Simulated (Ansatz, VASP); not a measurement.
# Tl: VASP beside Ansatz

Contents of INCAR:

```
SYSTEM = Tl
PREC = Accurate ; ENCUT = 520
EDIFF = 1E-6 ; ISMEAR = -1
SIGMA = 0.1 ; LREAL = .False.
LASPH = .True. ; NELM = 60
ALGO = Normal ; ISIF = 2
LWAVE = .False. ; LCHARG = .False.
GGA = PS ; NBANDS = 12
```

Contents of KPOINTS:

```
Automatic mesh
0
Gamma
  13 13 13
  0 0 0
```

File POSCAR:

```
Tl
1.0
   -1.8461434469      1.8461434469      1.8461434469
    1.8461434469     -1.8461434469      1.8461434469
    1.8461434469      1.8461434469     -1.8461434469
Tl
1
Direct
    0.0000000000      0.0000000000      0.0000000000
```

Input for Ansatz:

```yaml
crystal:
  lattice:
    - [-1.8461434469, 1.8461434469, 1.8461434469]
    - [1.8461434469, -1.8461434469, 1.8461434469]
    - [1.8461434469, 1.8461434469, -1.8461434469]
  atoms:
    - { symbol: Tl, position: [0.0, 0.0, 0.0] }
hamiltonian:
  xc: pbesol
  pseudopotentials:
    kind: paw
    azcp:
      Tl: "pseudopotentials/Tl.paw.azcp"
basis:
  ecutwfc: 420
  fft_grid_basis: typed
kpoints:
  mp_grid: { grid: [13, 13, 13], shift: [0, 0, 0] }
magnetization:
  spin_polarized: false
scf:
  occupations: { method: fermi_dirac, width: 0.1 }
  lower_state_search: "off"
output:
  stress: true
```

Alike in both runs: task single point; functional PBEsol; k mesh 13 × 13 × 13; occupations fermi-dirac, width 0.1 eV; no spin polarisation.

|  | VASP | Ansatz |
| --- | --- | --- |
| version | VASP 6.6.1 | Ansatz 0.2.0 |
| potentials or method | VASP PAW PBE potentials, release 64 (Tl_d) | plane waves (420 eV) with PAW, scalar-relativistic |
| plane-wave cutoff (eV) | 520 | 420 |
| valence electrons in the cell | 13 | 13 |

VASP gave:

- pressure (GPa): 6.5

Question: What did Ansatz give for the same quantities?

Answer: Pressure (GPa): 6.6.

The functional is the same, so the differences come from potentials, cutoffs and numerics. Ansatz warned: «pseudo_functional_mismatch».

Caveats: the PAW data sets were made with another functional, which shifts forces and pressure a little (VASP). Spin-orbit coupling is left out, which matters for the levels of Tl.
